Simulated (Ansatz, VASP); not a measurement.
## One calculation of BP, two programs

```
CELL_PARAMETERS angstrom
0.00000 2.24111 2.24111
2.24111 0.00000 2.24111
2.24111 2.24111 0.00000
ATOMIC_POSITIONS crystal
B 0.00000 0.00000 0.00000
P 0.75000 0.75000 0.75000
```

Alike in both runs: functional LDA; k mesh 8 × 8 × 8; no spin polarisation.

Ansatz relaxed the structure, and its values are those at the end. VASP's run is a single point on that final structure, the one shown.

|  | VASP | Ansatz |
| --- | --- | --- |
| version | VASP 6.6.1 | Ansatz 0.2.0 |
| potentials or method | VASP PAW LDA potentials, release 64 (B, P) | PAW with Ansatz's default frozen-core files, scalar-relativistic |
| plane-wave cutoff (eV) | 520 | 420 |
| occupations | gaussian, width 0.01 eV | fixed |
| valence electrons in the cell | 8 | 8 |

Ansatz gave:

- gap on the k mesh at the Fermi level (eV): 1.18
- pressure (GPa): 1.0

Problem. Estimate VASP's values.

Solution. gap on the k mesh at the Fermi level (eV): 1.18; pressure (GPa): 0.9.

A k mesh can miss the band edges.
